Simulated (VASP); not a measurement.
# AlN (Fm-3m) in VASP: notebook

The runs below take AlN through relaxation of cell and atoms, single point, with PBE.

All numbers are computed with VASP 6.6.1; they aren't measurements. Logs are shortened: lines on timing, memory, paths and dates and some standing lists are left out, and cuts for length are marked.

## (1) The crystal as given

The structure is cubic, space group Fm-3m (No. 225). The conventional cell has a = 4.045 Å, b = 4.045 Å, c = 4.045 Å, α = 90.00°, β = 90.00°, γ = 90.00°. Al (site symmetry m-3m) is surrounded by 6 N at 2.02 Å. N (site symmetry m-3m) has 6 Al at 2.02 Å as nearest neighbours.

The cell was built by a generator and needn't be a form met in nature.

## (2) Relaxation of cell and atoms, PBE, target pressure 12 GPa, at which the enthalpy is minimised

Contents of INCAR:

```
SYSTEM = AlN
PREC     = Accurate       ! precision mode
ENCUT    = 600            ! plane-wave cutoff, eV
EDIFF    = 1E-6           ! SCF threshold, eV
ISMEAR   = 0              ! smearing method
SIGMA    = 0.01           ! smearing width, eV
LREAL    = .FALSE.        ! projectors in reciprocal space
LASPH    = .TRUE.         ! aspherical terms in the spheres
NELM     = 100            ! most SCF steps
ALGO     = Normal         ! electronic algorithm
ISIF     = 3              ! what is computed and relaxed
LWAVE    = .FALSE.        ! write WAVECAR
LCHARG   = .FALSE.        ! write CHGCAR
GGA      = PE             ! functional
IBRION   = 2              ! ionic algorithm
NSW      = 80             ! ionic steps
EDIFFG   = -0.001         ! ionic threshold
PSTRESS  = 120.0
```

Contents of KPOINTS:

```
regular mesh
0
G
  8 8 8
  0 0 0
```

Contents of POSCAR:

```
AlN
1.0
    0.0000000000      2.0225000000      2.0225000000
    2.0225000000      0.0000000000      2.0225000000
    2.0225000000      2.0225000000      0.0000000000
Al N
1 1
Direct
    0.0000000000      0.0000000000      0.0000000000
    0.5000000000      0.5000000000      0.5000000000
```

Potentials or basis: VASP PAW PBE potentials, release 64 (Al, N).

The run is started by

```bash
$ cat potpaw_PBE.64/Al/POTCAR potpaw_PBE.64/N/POTCAR > POTCAR
$ mpirun -np 1 vasp_std > vasp.out
```

OUTCAR:

```text
SYSTEM = AlN
   PREC = Accurate
   ENCUT = 600
   EDIFF = 1E-6
   ISMEAR = 0
   LREAL = .FALSE.
   LASPH = .TRUE.
   NELM = 100
   ISIF = 3
   GGA = PE
   IBRION = 2
   NSW = 80
   EDIFFG = -0.001
   PSTRESS = 120.0

 ion  position               nearest neighbor table
   1  0.000  0.000  0.000-   2 2.02   2 2.02   2 2.02   2 2.02   2 2.02   2 2.02
   2  0.500  0.500  0.500-   1 2.02   1 2.02   1 2.02   1 2.02   1 2.02   1 2.02

  LATTYP: Found a face centered cubic cell.
 ALAT       =     4.0450000000

  Lattice vectors:

 A1 = (   0.0000000000,   2.0225000000,   2.0225000000)
 A2 = (   2.0225000000,   0.0000000000,   2.0225000000)
 A3 = (   2.0225000000,   2.0225000000,   0.0000000000)

Analysis of symmetry for initial positions (statically):
=====================================================================
 Subroutine PRICEL returns:
 Original cell was already a primitive cell.

 Routine SETGRP: Setting up the symmetry group for a
 face centered cubic supercell.

 Subroutine GETGRP returns: Found 48 space group operations
 (whereof 48 operations were pure point group operations)
 out of a pool of 48 trial point group operations.

The static configuration has the point symmetry O_h .

Analysis of symmetry for dynamics (positions and initial velocities):
=====================================================================
 Subroutine PRICEL returns:
 Original cell was already a primitive cell.

 Routine SETGRP: Setting up the symmetry group for a
 face centered cubic supercell.

 Subroutine GETGRP returns: Found 48 space group operations
 (whereof 48 operations were pure point group operations)
 out of a pool of 48 trial point group operations.

The dynamic configuration has the point symmetry O_h .

 Subroutine INISYM returns: Found 48 space group operations
 (whereof 48 operations are pure point group operations),
 and found     1 'primitive' translations

----------------------------------------------------------------------------------------

                                     Primitive cell

  volume of cell :      16.5461

  direct lattice vectors                    reciprocal lattice vectors
     0.000000000  2.022500000  2.022500000    -0.247218789  0.247218789  0.247218789
     2.022500000  0.000000000  2.022500000     0.247218789 -0.247218789  0.247218789
     2.022500000  2.022500000  0.000000000     0.247218789  0.247218789 -0.247218789

  length of vectors
     2.860246930  2.860246930  2.860246930     0.428195502  0.428195502  0.428195502

  position of ions in fractional coordinates (direct lattice)
     0.000000000  0.000000000  0.000000000
     0.500000000  0.500000000  0.500000000

  ion indices of the primitive-cell ions
   primitive index   ion index
                 1           1
                 2           2

----------------------------------------------------------------------------------------

 KPOINTS: regular mesh

Automatic generation of k-mesh.
 Grid dimensions read from file:
 generate k-points for:    8    8    8

 Generating k-lattice:

  Cartesian coordinates                     Fractional coordinates (reciprocal lattice)
    -0.030902349  0.030902349  0.030902349     0.125000000  0.000000000  0.000000000
     0.030902349 -0.030902349  0.030902349     0.000000000  0.125000000  0.000000000
     0.030902349  0.030902349 -0.030902349     0.000000000  0.000000000  0.125000000

  Length of vectors
     0.053524438  0.053524438  0.053524438

  Shift w.r.t. Gamma in fractional coordinates (k-lattice)
     0.000000000  0.000000000  0.000000000

 Subroutine IBZKPT returns following result:
 ===========================================

 Found     29 irreducible k-points:

 Following reciprocal coordinates:
            Coordinates               Weight
  0.000000  0.000000  0.000000      1.000000
  0.125000  0.000000  0.000000      8.000000
  0.250000  0.000000  0.000000      8.000000
  0.375000  0.000000  0.000000      8.000000
  0.500000  0.000000  0.000000      4.000000
  0.125000  0.125000  0.000000      6.000000
[... 16 lines left out ...]
  0.500000  0.250000  0.125000     48.000000
 -0.375000  0.250000  0.125000     24.000000
 [... further k-points ...]
   k-points           NKPTS =     29   k-points in BZ     NKDIM =     29   number of bands    NBANDS=      8
   number of dos      NEDOS =    301   number of ions     NIONS =      2
   total plane-waves  NPLWV =  13824
   dimension x,y,z NGX =    24 NGY =   24 NGZ =   24
   dimension x,y,z NGXF=    48 NGYF=   48 NGZF=   48
   ions per type =               1   1
   NGX,Y,Z   is equivalent  to a cutoff of  13.95, 13.95, 13.95 a.u.
   NGXF,Y,Z  is equivalent  to a cutoff of  27.90, 27.90, 27.90 a.u.
 SYSTEM =  AlN
   PREC   = accura    normal or accurate (medium, high low for compatibility)
   ISTART =      0    job   : 0-new  1-cont  2-samecut
   ICHARG =      2    charge: 1-file 2-atom 10-const
   ISPIN  =      1    spin polarized calculation?
   LNONCOLLINEAR =      F non collinear calculations
   LSORBIT =      F    spin-orbit coupling
   LASPH  =      T    aspherical Exc in radial PAW
   ENCUT  =  600.0 eV  44.10 Ry    6.64 a.u.   5.71  5.71  5.71*2*pi/ulx,y,z
   NELM   =    100;   NELMIN=  2; NELMDL= -5     # of ELM steps
   EDIFF  = 0.1E-05   stopping-criterion for ELM
   LREAL  =      F    real-space projection
   EDIFFG = -.1E-02   stopping-criterion for IOM
   NSW    =     80    number of steps for IOM
   IBRION =      2    ionic relax: 0-MD 1-quasi-New 2-CG
   NFREE  =      1    steps in history (QN), initial steepest desc. (CG)
   ISIF   =      3    stress and relaxation
   ISYM   =      2    0-nonsym 1-usesym 2-fastsym
   POTIM  = 0.5000    time-step for ionic-motion
   TEBEG  =    0.0;   TEEND  =   0.0 temperature during run
   PSTRESS=  120.0 pullay stress
   NELECT =       8.0000    total number of electrons
   NUPDOWN=      -1.0000    fix difference up-down
   EMIN   =  10.00;   EMAX   =-10.00  energy-range for DOS
   EFERMI =   0.00;   METHOD = LEGACY
   ISMEAR =     0;   SIGMA  =   0.01  broadening in eV -4-tet -1-fermi 0-gaus
   EFERMI_NEDOS =   21; number of points for ismear=-14 and -15
   IALGO  =     38    algorithm
   IMIX   =      4    mixing-type and parameters
     AMIX     =   0.40;   BMIX     =  1.00
     AMIX_MAG =   1.60;   BMIX_MAG =  1.00
  volume/ion in A,a.u.               =       8.27        55.83
  Fermi-wavevector in a.u.,A,eV,Ry     =   1.284911  2.428129 22.463160  1.650996
  Thomas-Fermi vector in A             =   2.417076
   LORBIT       =      0    0 simple, 1 ext, 2 COOP (PROOUT), +10 PAW based schemes
   GGA     = PE    functional components
   LHFCALC =     F    Hartree Fock is set to
   AEXX    =    0.0000 exact exchange contribution
   IVDW    =     0    specifies the selected vdW correction
   LEPSILON=     F    determine dielectric tensor
   LRPA    =     F    only Hartree local field effects (RPA)
 conjugate gradient relaxation of ions
 non-spin polarized calculation
 Gauss-broadening in eV      SIGMA  =   0.01
  energy-cutoff  :      600.00
  volume of cell :       16.55
 maximum number of plane-waves:       568
   NGX = 11   NGY = 11   NGZ = 11

--------------------------------------- Ionic step        1  -------------------------------------------

 number of electron       7.9999999 magnetization

 Free energy of the ion-electron system (eV)
  ---------------------------------------------------
  ext. energy  EPLUGINS =         0.00000000
  ---------------------------------------------------
  free energy    TOTEN  =       -14.54276823 eV

  energy without entropy =      -14.54276823  energy(sigma->0) =      -14.54276823

------------------------ aborting loop because EDIFF is reached ----------------------------------------

  FORCE on cell =-STRESS in cart. coord.  units (eV):
  Direction    XX          YY          ZZ          XY          YZ          ZX
  --------------------------------------------------------------------------------------
  -------------------------------------------------------------------------------------
  Total        0.4646680      0.4646680      0.4646680      0.0000000      0.0000000      0.0000000
  in kB       44.9943270     44.9943270     44.9943270      0.0000000      0.0000000      0.0000000
  external PRESSURE =     -75.0056730 kB  Pullay stress =     120.0000000 kB

 VOLUME and BASIS-vectors are now :
 -----------------------------------------------------------------------------
  energy-cutoff  :      600.00
  volume of cell :       16.55
      direct lattice vectors                 reciprocal lattice vectors
     0.000000000  2.022500000  2.022500000    -0.247218789  0.247218789  0.247218789
     2.022500000  0.000000000  2.022500000     0.247218789 -0.247218789  0.247218789
     2.022500000  2.022500000  0.000000000     0.247218789  0.247218789 -0.247218789
[... 160 lines left out ...]
  FREE ENERGIE OF THE ION-ELECTRON SYSTEM (eV)
  ---------------------------------------------------
  free  energy   TOTEN  =       -14.5212773559 eV

  energy  without entropy=      -14.5212773559  energy(sigma->0) =      -14.52127736

  enthalpy is  TOTEN    =       -13.3138178329 eV   P V=        1.2074595230

--------------------------------------- Ionic step        6  -------------------------------------------

 number of electron       7.9999999 magnetization

 Free energy of the ion-electron system (eV)
  ---------------------------------------------------
  ext. energy  EPLUGINS =         0.00000000
  ---------------------------------------------------
  free energy    TOTEN  =       -14.52081765 eV

  energy without entropy =      -14.52081765  energy(sigma->0) =      -14.52081765

 E-fermi :  10.3885     XC(G=0): -12.4033

 val. band max:       10.2926300369   @ k =   0.0000   0.0000   0.0000
 cond. band min:      15.1431235653   @ k =   0.5000   0.5000   0.0000
 fundamental gap:      4.8504935284
 Fermi energy:        10.3885075792

 k-point     1 :       0.0000    0.0000    0.0000
  band No.  band energies     occupation
      1      -7.4910      2.00000
      2      10.2926      2.00000
      3      10.2926      2.00000
      4      10.2926      2.00000
      5      16.3388      0.00000
      6      22.5403      0.00000
      7      22.5403      0.00000
      8      22.5403      0.00000

 k-point     2 :       0.1250    0.0000    0.0000
  band No.  band energies     occupation
      1      -7.1640      2.00000
      2       8.7881      2.00000
      3      10.0988      2.00000
      4      10.0988      2.00000
      5      17.1719      0.00000
      6      21.3870      0.00000
      7      22.9817      0.00000
      8      22.9817      0.00000
[... 221 lines left out ...]
 k-point    23 :       0.5000    0.2500    0.1250
  band No.  band energies     occupation
      1      -4.2909      2.00000
      2       3.7264      2.00000
      3       6.7281      2.00000
      4       8.5259      2.00000
      5      18.8187      0.00000
      6      19.6615      0.00000
      7      21.3370      0.00000
      8      23.8474      0.00000

 k-point    24 :      -0.3750    0.2500    0.1250
  band No.  band energies     occupation
      1      -3.6142      2.00000
      2       2.7217      2.00000
      3       6.5028      2.00000
      4       8.2552      2.00000
      5      18.8971      0.00000
      6      19.0711      0.00000
      7      22.8587      0.00000
      8      23.3440      0.00000

 [... further k-points ...]
[... 5 lines left out ...]
  --------------------------------------------------------------------------------------
  -------------------------------------------------------------------------------------
  Total        1.2067580      1.2067580      1.2067580     -0.0000000      0.0000000     -0.0000000
  in kB      119.9762028    119.9762028    119.9762028     -0.0000000      0.0000000     -0.0000000
  external PRESSURE =      -0.0237972 kB  Pullay stress =     120.0000000 kB

 VOLUME and BASIS-vectors are now :
 -----------------------------------------------------------------------------
  energy-cutoff  :      600.00
  volume of cell :       16.12
      direct lattice vectors                 reciprocal lattice vectors
    -0.000000000  2.004788461  2.004788461    -0.249402872  0.249402872  0.249402872
     2.004788461 -0.000000000  2.004788461     0.249402872 -0.249402872  0.249402872
     2.004788461  2.004788461  0.000000000     0.249402872  0.249402872 -0.249402872

 POSITION                                       TOTAL-FORCE (eV/Angst)
 -----------------------------------------------------------------------------------
      2.00479      2.00479      0.00000        -0.000000     -0.000000      0.000000
      2.00479      2.00479      2.00479         0.000000      0.000000     -0.000000
 -----------------------------------------------------------------------------------
    total drift:                               -0.000000     -0.000000      0.000000

  FREE ENERGIE OF THE ION-ELECTRON SYSTEM (eV)
  ---------------------------------------------------
  free  energy   TOTEN  =       -14.5208176488 eV

  energy  without entropy=      -14.5208176488  energy(sigma->0) =      -14.52081765

  enthalpy is  TOTEN    =       -13.3138202858 eV   P V=        1.2069973630

 reached required accuracy - stopping structural energy minimisation
```

It took 8.6 s on 1 thread of AMD EPYC 9R45 (Zen 5), shared host; peak memory 0.11 GiB.

Results:

```yaml
Free_energy: -14.5208 eV
Relaxed_volume: 8.06 Å³/atom
Relaxed_cell: a = 2.835 Å, b = 2.835 Å, c = 2.835 Å, α = 60.00°, β = 60.00°, γ = 60.00°
Space_group_after_relaxing_to_0.05_Å: Fm-3m (No. 225)
Energy_change_on_relaxing_the_enthalpy_is_what_falls: +11.0 meV/atom
Ionic_steps: 6
Pressure_after_relaxing: 12.0 GPa
Band_gap_on_the_k_mesh: 4.85 eV, indirect (least direct gap 6.05 eV)
```

Step by step:
```tsv
step	energy change (eV)	largest force (eV/Å)	pressure (GPa)	volume (Å³)
1	0.0000	0.0000	4.50	16.55
2	0.0718	0.0000	21.61	15.64
3	0.0218	0.0000	11.95	16.12
4	0.0225	0.0000	12.12	16.11
5	0.0215	0.0000	11.89	16.12
6	0.0220	0.0000	12.00	16.12
```

Final structure:
```xyz
2
Lattice="0.0000 2.0048 2.0048 2.0048 0.0000 2.0048 2.0048 2.0048 0.0000" Properties=species:S:1:pos:R:3 pbc="T T T"
Al    2.0048    2.0048    0.0000
N     2.0048    2.0048    2.0048
```

Caveat: the cell is relaxed towards a set pressure, so the enthalpy falls and the energy may rise. A k mesh can miss the band edges.

## (3) Single point, PBE

This run uses another cell than the first one, of 8.07 Å³/atom, 0.976 times its volume.

Contents of INCAR:

```
SYSTEM = AlN
PREC     = Accurate       ! precision mode
ENCUT    = 520            ! plane-wave cutoff, eV
EDIFF    = 1E-7           ! SCF threshold, eV
ISMEAR   = 0              ! smearing method
SIGMA    = 0.01           ! smearing width, eV
LREAL    = .False.        ! projectors in reciprocal space
LASPH    = .True.         ! aspherical terms in the spheres
NELM     = 60             ! most SCF steps
ALGO     = Normal         ! electronic algorithm
ISIF     = 2              ! what is computed and relaxed
LWAVE    = .False.        ! write WAVECAR
LCHARG   = .False.        ! write CHGCAR
GGA      = PE             ! functional
NBANDS   = 11             ! bands
```

Contents of KPOINTS:

```
regular mesh
0
Gamma
  8 8 8
  0 0 0
```

Contents of POSCAR:

```
AlN
1.0
    0.0000000000      2.0058500408      2.0058500408
    2.0058500408      0.0000000000      2.0058500408
    2.0058500408      2.0058500408      0.0000000000
Al N
1 1
Direct
    0.0000000000      0.0000000000      0.0000000000
    0.5000000000      0.5000000000      0.5000000000
```

Potentials or basis: VASP PAW PBE potentials, release 64 (Al, N).

The run is started by

```bash
$ cat potpaw_PBE.64/Al/POTCAR potpaw_PBE.64/N/POTCAR > POTCAR
$ mpirun -np 1 vasp_std > vasp.out
```

It took 4.1 s on 1 thread of AMD EPYC 9R45 (Zen 5), shared host; peak memory 0.1 GiB.

It converged, with:

```
Free energy            : -14.5203 eV
Pressure               : 11.7 GPa
Band gap on the k mesh : 4.83 eV, indirect (least direct gap 6.02 eV)
```

Levels at points of the mesh, in eV from the valence-band top:
```csv
k point,band 2,band 3,band 4,band 5,band 6,band 7
"(0.00, 0.00, 0.00)",0.00,0.00,0.00,6.02,12.24,12.24
"(0.50, 0.00, 0.00)",-8.46,-1.12,-1.12,6.29,11.19,11.19
"(0.50, 0.50, 0.00)",-7.54,-2.86,-2.86,4.83,5.26,14.34
```

A k mesh can miss the band edges.
